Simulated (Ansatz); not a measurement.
## Sn under changes of volume

One of the cells (27.205 Å³/atom); the others are scaled copies at fixed shape and fractional positions:

```xyz
1
Lattice="-1.8947 1.8947 1.8947 1.8947 -1.8947 1.8947 1.8947 1.8947 -1.8947" Properties=species:S:1:pos:R:3 pbc="T T T"
Sn    0.0000    0.0000    0.0000
```

This isn't the form of Sn at room conditions, which is tetragonal (white tin).

* Program: Ansatz 0.2.0
* Functional: LDA
* Potentials or basis: all-electron LAPW, scalar-relativistic
* Cutoff: 171 eV (chosen from the basis error)
* Basis error allowed: 0.001 eV/atom
* k mesh: 10 × 10 × 10
* Occupations: fermi-dirac, width 0.05 eV
* Spin: no spin polarisation

| volume (Å³/atom) | energy over the lowest point (meV/atom) | pressure (GPa) |
| --- | --- | --- |
| 25.573 | 0.00 | -0.5 |
| 26.117 | 3.86 | -1.6 |
| 26.661 | 11.13 | -2.6 |
| 27.205 | 21.40 | -3.4 |
| 27.749 | 34.32 | -4.1 |
| 28.293 | 49.61 | -4.8 |
| 28.837 | ? | ? |

Question: What does the run at 28.837 Å³/atom give?

Answer: Energy over the lowest point 66.93 meV/atom; pressure -5.4 GPa.

Worked out: A Birch-Murnaghan fit of order 3 (a polynomial in V^(-2/3)) to the other rows has its minimum at 25.29 Å³/atom, just outside them, with B0 = V·E''(V) = 56 GPa and B' = 4.7. It gives 66.97 meV/atom at 28.837 Å³/atom, against the run's 66.93, and -dE/dV = -5.4 GPa, against -5.4.

Energies are extrapolated to zero smearing.
